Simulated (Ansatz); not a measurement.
# BP under changes of volume

One of the cells (11.682 Å³/atom); the others are scaled copies at fixed shape and fractional positions:

```
P B
1.0
     0.00000    2.26900    2.26900
     2.26900    0.00000    2.26900
     2.26900    2.26900    0.00000
P B
1 1
Cartesian
  3.4035 3.4035 3.4035
  0.0000 0.0000 0.0000
```

| Property | Result |
| --- | --- |
| Program | Ansatz 0.2.0 |
| Functional | BLYP |
| Potentials or basis | Ansatz PAW |
| Cutoff | 420 eV (not typed: the program's choice for these potentials) |
| k mesh | 10 × 10 × 10 |
| Occupations | fermi-dirac, width 0.05 eV |
| Spin | no spin polarisation |

| volume (Å³/atom) | energy over the lowest point (meV/atom) | pressure (GPa) | gap on the mesh (eV) |
| --- | --- | --- | --- |
| 10.981 | ? | ? | ? |
| 11.214 | 36.51 | 13.6 | 1.46 |
| 11.448 | 19.64 | 9.6 | 1.49 |
| 11.682 | 8.23 | 6.0 | 1.51 |
| 11.915 | 1.85 | 2.8 | 1.54 |
| 12.149 | 0.00 | -0.2 | 1.56 |
| 12.383 | 2.29 | -2.9 | 1.58 |

**Question.** What does the run at 10.981 Å³/atom give?

**Answer.** Energy over the lowest point 59.43 meV/atom; pressure 17.9 GPa; gap on the mesh 1.44 eV.

Worked out: A Birch-Murnaghan fit of order 3 (a polynomial in V^(-2/3)) to the other rows has its minimum at 12.13 Å³/atom with B0 = V·E''(V) = 148 GPa and B' = 3.7. It gives 59.30 meV/atom at 10.981 Å³/atom, against the run's 59.43, and -dE/dV = 17.9 GPa, against 17.9. A straight line through the other rows of the gap, of slope 1.21 eV per unit of ln V, extrapolates to 1.44 eV, against the run's 1.44.

Energies are extrapolated to zero smearing.

Caveats: the PAW data sets come from PBE, with cores solved anew for the run's functional, which leaves a small shift of forces and pressure.

A mesh can miss the band edges.
